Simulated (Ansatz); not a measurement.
Here is an Ansatz 0.2.0 calculation.

Contents of input.yaml:

```yaml
crystal:
  lattice:
    - [0.0, 3.2333428, 3.2333428]
    - [3.2333428, 0.0, 3.2333428]
    - [3.2333428, 3.2333428, 0.0]
  atoms:
    - { symbol: Sn, position: [0.75, 0.75, 0.75] }
    - { symbol: Sn, position: [0.5, 0.5, 0.5] }
hamiltonian:
  xc: pbe
  pseudopotentials: { kind: paw }
kpoints:
  mp_grid: { grid: [7, 7, 7] }
scf:
  occupations: { method: gaussian, width: 0.027 }
output:
  forces: true
  stress: true
  eigenvalues: true
```

Potentials or basis: Ansatz PAW.

Launch:

```bash
$ ansatz run input.yaml --threads 2 --pin off --max-ram 5632MiB --backend cpu --events-out ev --progress --plain --runs-dir out
```

(1) Predict the band gap on the k mesh.

(2) What does it give for the pressure?

Results:

(1) none (metal or under the smearing width).

(2) 3.8 GPa.
